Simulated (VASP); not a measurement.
# Ga in VASP: reference runs

Aim: a first look at Ga with PBE, on the cell as given.

Program: VASP 6.6.1. These are calculated values, not measurements. Logs are shortened: lines on timing, memory, paths and dates and some standing lists are left out, and cuts for length are marked.

### 1 The undisturbed slab

The cell holds a slab with vacuum, 5 atoms: a = 2.808 Å, b = 2.985 Å, c = 24.504 Å, α = 90.00°, β = 90.00°, γ = 118.06°.

The slab is cut from a database's or a generator's crystal, which needn't be the stable form of the element.

### 2 Single point, PBE (the (1 0 1) slab of Ga, cut from the database cell, not relaxed)

The input, INCAR:

```
SYSTEM = Ga
PREC = Accurate
ENCUT = 520
EDIFF = 1E-7
ISMEAR = -1
SIGMA = 0.05
LREAL = .False.
LASPH = .True.
NELM = 60
ALGO = Normal
ISIF = 2
LWAVE = .False.
LCHARG = .False.
LDIPOL = .True.
IDIPOL = 3
DIPOL = 0.5 0.5 0.500
GGA = PE
NBANDS = 40
```

The input, KPOINTS:

```
regular mesh
0
Gamma
  11 11 1
  0 0 0
```

The input, POSCAR:

```
Ga
1.0
    2.8080000000      0.0000000000      0.0000000000
   -1.4040000000      2.6343228731      0.0000000000
    0.0000000000      0.0000000000     24.5038190858
Ga
5
Direct
    0.2840509264      0.5681018529      0.3060747377
    0.5681018529      0.1362037057      0.4030373689
    0.8521527793      0.7043055586      0.5000000000
    0.1362037057      0.2724074115      0.5969626311
    0.4202546322      0.8405092644      0.6939252623
```

Potentials or basis: VASP PAW PBE potentials, release 64 (Ga_d).

Command:

```console
$ cat potpaw_PBE.64/Ga_d/POTCAR > POTCAR
$ mpirun -np 1 vasp_std > vasp.out
```

OUTCAR:

```text
SYSTEM = Ga
   PREC = Accurate
   ENCUT = 520
   EDIFF = 1E-7
   ISMEAR = -1
   LREAL = .False.
   LASPH = .True.
   NELM = 60
   ISIF = 2
   GGA = PE

 ion  position               nearest neighbor table
   1  0.284  0.568  0.306-   2 2.81
   2  0.568  0.136  0.403-   3 2.81   1 2.81
   3  0.852  0.704  0.500-   4 2.81   2 2.81
   4  0.136  0.272  0.597-   3 2.81   5 2.81
   5  0.420  0.841  0.694-   4 2.81

  LATTYP: Found a base centered orthorhombic cell.
 ALAT       =     2.8080000000
 B/A-ratio  =     1.8762983427
 C/A-ratio  =     8.7264312984

  Lattice vectors:

 A1 = (   1.4040000000,  -2.6343228731,   0.0000000000)
 A2 = (   1.4040000000,   2.6343228731,   0.0000000000)
 A3 = (   0.0000000000,   0.0000000000,  24.5038190858)

Analysis of symmetry for initial positions (statically):
=====================================================================
 Subroutine PRICEL returns:
 Original cell was already a primitive cell.

 Routine SETGRP: Setting up the symmetry group for a
 base centered orthorhombic supercell.

 Subroutine GETGRP returns: Found  4 space group operations
 (whereof  2 operations were pure point group operations)
 out of a pool of  8 trial point group operations.

The static configuration has the point symmetry C_1h.
 The point group associated with its full space group is C_2h.

Analysis of symmetry for dynamics (positions and initial velocities):
=====================================================================
 Subroutine PRICEL returns:
 Original cell was already a primitive cell.

 Routine SETGRP: Setting up the symmetry group for a
 base centered orthorhombic supercell.

 Subroutine GETGRP returns: Found  4 space group operations
 (whereof  2 operations were pure point group operations)
 out of a pool of  8 trial point group operations.

The dynamic configuration has the point symmetry C_1h.
 The point group associated with its full space group is C_2h.

 Subroutine INISYM returns: Found  4 space group operations
 (whereof  2 operations are pure point group operations),
 and found     1 'primitive' translations

----------------------------------------------------------------------------------------

                                     Primitive cell

  volume of cell :     181.2591

  direct lattice vectors                    reciprocal lattice vectors
     2.808000000  0.000000000  0.000000000     0.356125356  0.189802095  0.000000000
    -1.404000000  2.634322873  0.000000000     0.000000000  0.379604190  0.000000000
     0.000000000  0.000000000 24.503819086     0.000000000  0.000000000  0.040809965

  length of vectors
     2.808000000  2.985108541 24.503819086     0.403546905  0.379604190  0.040809965

  position of ions in fractional coordinates (direct lattice)
     0.284050926  0.568101853  0.306074738
     0.568101853  0.136203706  0.403037369
     0.852152779  0.704305559  0.500000000
     0.136203706  0.272407411  0.596962631
     0.420254632  0.840509264  0.693925262

  ion indices of the primitive-cell ions
   primitive index   ion index
                 1           1
                 2           2
                 3           3
                 4           4
                 5           5

----------------------------------------------------------------------------------------

 KPOINTS: regular mesh

Automatic generation of k-mesh.
 Grid dimensions read from file:
 generate k-points for:   11   11    1

 Generating k-lattice:

  Cartesian coordinates                     Fractional coordinates (reciprocal lattice)
     0.032375032  0.017254736  0.000000000     0.090909091  0.000000000  0.000000000
     0.000000000  0.034509472  0.000000000     0.000000000  0.090909091  0.000000000
     0.000000000  0.000000000  0.040809965     0.000000000  0.000000000  1.000000000

  Length of vectors
     0.036686082  0.034509472  0.040809965

  Shift w.r.t. Gamma in fractional coordinates (k-lattice)
     0.000000000  0.000000000  0.000000000

 Subroutine IBZKPT returns following result:
 ===========================================

 Found     36 irreducible k-points:

 Following reciprocal coordinates:
            Coordinates               Weight
  0.000000  0.000000  0.000000      1.000000
  0.090909 -0.000000  0.000000      4.000000
  0.181818 -0.000000  0.000000      4.000000
  0.272727 -0.000000  0.000000      4.000000
  0.363636  0.000000  0.000000      4.000000
  0.454545 -0.000000  0.000000      4.000000
[... 16 lines left out ...]
 -0.454545  0.181818  0.000000      4.000000
 -0.363636  0.181818  0.000000      2.000000
 [... further k-points ...]
   k-points           NKPTS =     36   k-points in BZ     NKDIM =     36   number of bands    NBANDS=     40
   number of dos      NEDOS =    301   number of ions     NIONS =      5
   total plane-waves  NPLWV = 110592
   dimension x,y,z NGX =    24 NGY =   24 NGZ =  192
   dimension x,y,z NGXF=    48 NGYF=   48 NGZF=  384
   ions per type =               5
   NGX,Y,Z   is equivalent  to a cutoff of  14.21, 13.37, 13.03 a.u.
   NGXF,Y,Z  is equivalent  to a cutoff of  28.42, 26.73, 26.05 a.u.
 SYSTEM =  Ga
   PREC   = accura    normal or accurate (medium, high low for compatibility)
   ISTART =      0    job   : 0-new  1-cont  2-samecut
   ICHARG =      2    charge: 1-file 2-atom 10-const
   ISPIN  =      1    spin polarized calculation?
   LNONCOLLINEAR =      F non collinear calculations
   LSORBIT =      F    spin-orbit coupling
   LASPH  =      T    aspherical Exc in radial PAW
   ENCUT  =  520.0 eV  38.22 Ry    6.18 a.u.   5.22  5.55 45.56*2*pi/ulx,y,z
   NELM   =     60;   NELMIN=  2; NELMDL= -5     # of ELM steps
   EDIFF  = 0.1E-06   stopping-criterion for ELM
   LREAL  =      F    real-space projection
   EDIFFG = 0.1E-05   stopping-criterion for IOM
   NSW    =      0    number of steps for IOM
   IBRION =     -1    ionic relax: 0-MD 1-quasi-New 2-CG
   NFREE  =      0    steps in history (QN), initial steepest desc. (CG)
   ISIF   =      2    stress and relaxation
   ISYM   =      2    0-nonsym 1-usesym 2-fastsym
   POTIM  = 0.5000    time-step for ionic-motion
   TEBEG  =    0.0;   TEEND  =   0.0 temperature during run
   PSTRESS=    0.0 pullay stress
   NELECT =      65.0000    total number of electrons
   NUPDOWN=      -1.0000    fix difference up-down
   EMIN   =  10.00;   EMAX   =-10.00  energy-range for DOS
   EFERMI =   0.00;   METHOD = LEGACY
   ISMEAR =    -1;   SIGMA  =   0.05  broadening in eV -4-tet -1-fermi 0-gaus
   EFERMI_NEDOS =   21; number of points for ismear=-14 and -15
   IALGO  =     38    algorithm
   IMIX   =      4    mixing-type and parameters
     AMIX     =   0.40;   BMIX     =  1.00
     AMIX_MAG =   1.60;   BMIX_MAG =  1.00
  volume/ion in A,a.u.               =      36.25       244.64
  Fermi-wavevector in a.u.,A,eV,Ry     =   1.163088  2.197918 18.405610  1.352774
  Thomas-Fermi vector in A             =   2.299642
   LORBIT       =      0    0 simple, 1 ext, 2 COOP (PROOUT), +10 PAW based schemes
   GGA     = PE    functional components
   LHFCALC =     F    Hartree Fock is set to
   AEXX    =    0.0000 exact exchange contribution
   IVDW    =     0    specifies the selected vdW correction
   LEPSILON=     F    determine dielectric tensor
   LRPA    =     F    only Hartree local field effects (RPA)
 non-spin polarized calculation
  energy-cutoff  :      520.00
  volume of cell :      181.26
 maximum number of plane-waves:      4917
 NGX is ok and might be reduce to    24
   NGX = 11   NGY = 11   NGZ = 91

 dipolmoment           0.000000      0.000000      0.000000 electrons x Angstroem

 number of electron      64.9999997 magnetization

 dipolmoment           0.000000      0.000000     -0.000001 electrons x Angstroem

 Free energy of the ion-electron system (eV)
  ---------------------------------------------------
  ext. energy  EPLUGINS =         0.00000000
  ---------------------------------------------------
  free energy    TOTEN  =       -14.01526521 eV

  energy without entropy =      -13.99412780  energy(sigma->0) =      -14.00469650

 E-fermi :   0.9063     XC(G=0):  -6.2141

 val. band max:        0.8892505226   @ k =   0.2727   0.2727   0.0000
 cond. band min:       0.9132104820   @ k =   0.2727   0.3636   0.0000
 fundamental gap:      0.0239599594
 Fermi energy:         0.9063243657

 k-point     1 :       0.0000    0.0000    0.0000
  band No.  band energies     occupation
      1     -14.1555      2.00000
      2     -14.1407      2.00000
      3     -14.1280      2.00000
      4     -14.1141      2.00000
      5     -14.0910      2.00000
      6     -14.0653      2.00000
[... 32 lines left out ...]
     39       9.8944      0.00000
     40      10.0522      0.00000

 k-point     2 :       0.0909   -0.0000    0.0000
  band No.  band energies     occupation
      1     -14.1401      2.00000
      2     -14.1278      2.00000
      3     -14.1095      2.00000
      4     -14.0932      2.00000
      5     -14.0801      2.00000
      6     -14.0552      2.00000
[... 32 lines left out ...]
     39       9.1158      0.00000
     40       9.5616      0.00000

 k-point     3 :       0.1818   -0.0000    0.0000
  band No.  band energies     occupation
      1     -14.1296      2.00000
      2     -14.1052      2.00000
      3     -14.0931      2.00000
      4     -14.0643      2.00000
      5     -14.0557      2.00000
      6     -14.0414      2.00000
[... 32 lines left out ...]
     39       7.7860      0.00000
     40       7.9638      0.00000

 k-point     4 :       0.2727   -0.0000    0.0000
  band No.  band energies     occupation
      1     -14.1609      2.00000
      2     -14.1238      2.00000
      3     -14.1040      2.00000
      4     -14.0789      2.00000
      5     -14.0773      2.00000
      6     -14.0506      2.00000
[... 32 lines left out ...]
     39       6.8904      0.00000
     40       7.0514      0.00000
[... 772 lines left out ...]
     39       4.0005      0.00000
     40       4.7648      0.00000

 k-point    23 :      -0.4545    0.1818    0.0000
  band No.  band energies     occupation
      1     -14.1547      2.00000
      2     -14.1298      2.00000
      3     -14.1225      2.00000
      4     -14.1010      2.00000
      5     -14.0922      2.00000
      6     -14.0806      2.00000
[... 32 lines left out ...]
     39       4.1656      0.00000
     40       5.2651      0.00000

 k-point    24 :      -0.3636    0.1818    0.0000
  band No.  band energies     occupation
      1     -14.1193      2.00000
      2     -14.1187      2.00000
      3     -14.1006      2.00000
      4     -14.0784      2.00000
      5     -14.0731      2.00000
      6     -14.0623      2.00000
[... 32 lines left out ...]
     39       5.5157      0.00000
     40       6.3646      0.00000

 [... further k-points ...]

------------------------ aborting loop because EDIFF is reached ----------------------------------------

 vacuum level on the upper side and lower side of the slab       (xc-potential included)        -0.119        -0.119

  FORCE on cell =-STRESS in cart. coord.  units (eV):
  Direction    XX          YY          ZZ          XY          YZ          ZX
  --------------------------------------------------------------------------------------
  -------------------------------------------------------------------------------------
  Total        1.0505965      0.4628457      2.4323042      0.0000000      0.0809317      0.0000000
  in kB        9.2863843      4.0911642     21.4995114      0.0000000      0.7153681      0.0000000
  external PRESSURE =      11.6256867 kB  Pullay stress =       0.0000000 kB

 VOLUME and BASIS-vectors are now :
 -----------------------------------------------------------------------------
  energy-cutoff  :      520.00
  volume of cell :      181.26
      direct lattice vectors                 reciprocal lattice vectors
     2.808000000  0.000000000  0.000000000     0.356125356  0.189802095  0.000000000
    -1.404000000  2.634322873  0.000000000     0.000000000  0.379604190  0.000000000
     0.000000000  0.000000000 24.503819086     0.000000000  0.000000000  0.040809965

 POSITION                                       TOTAL-FORCE (eV/Angst)
 -----------------------------------------------------------------------------------
     -0.00000      1.49656      7.50000         0.000000     -0.008825     -0.273393
      1.40400      0.35880      9.87595        -0.000000      0.000486      0.035084
      1.40400      1.85537     12.25191         0.000000      0.000000      0.000000
     -0.00000      0.71761     14.62786         0.000000     -0.000486     -0.035084
      0.00000      2.21417     17.00382        -0.000000      0.008825      0.273393
 -----------------------------------------------------------------------------------
    total drift:                                0.000000      0.000011     -0.000076

  FREE ENERGIE OF THE ION-ELECTRON SYSTEM (eV)
  ---------------------------------------------------
  free  energy   TOTEN  =       -14.0152652082 eV

  energy  without entropy=      -13.9941277988  energy(sigma->0) =      -14.00469650

 vacuum level on the upper side and lower side of the slab         4.950         4.950
```

Run time: 4.5 min. Hardware: 1 thread of Intel Xeon 6975P-C (Granite Rapids), shared host; peak memory 0.42 GiB.

What came out:

```
Free energy            : -14.0153 eV
Largest force          : 0.274 eV/Å
Band gap on the k mesh : none (metal or under the smearing width)
```

Forces on the atoms (eV/Å):
```
Ga   0.000 -0.009 -0.273
Ga   0.000  0.000  0.035
Ga   0.000  0.000  0.000
Ga   0.000  0.000 -0.035
Ga   0.000  0.009  0.273
```

Levels at points of the mesh, in eV from the Fermi level:
| k point | band 28 | band 29 | band 30 | band 31 | band 32 | band 33 | band 34 | band 35 | band 36 | band 37 |
| --- | --- | --- | --- | --- | --- | --- | --- | --- | --- | --- |
| (0.00, 0.00, 0.00) | -9.52 | -7.95 | -6.08 | -3.33 | -0.92 | 1.64 | 3.37 | 4.24 | 4.53 | 6.32 |
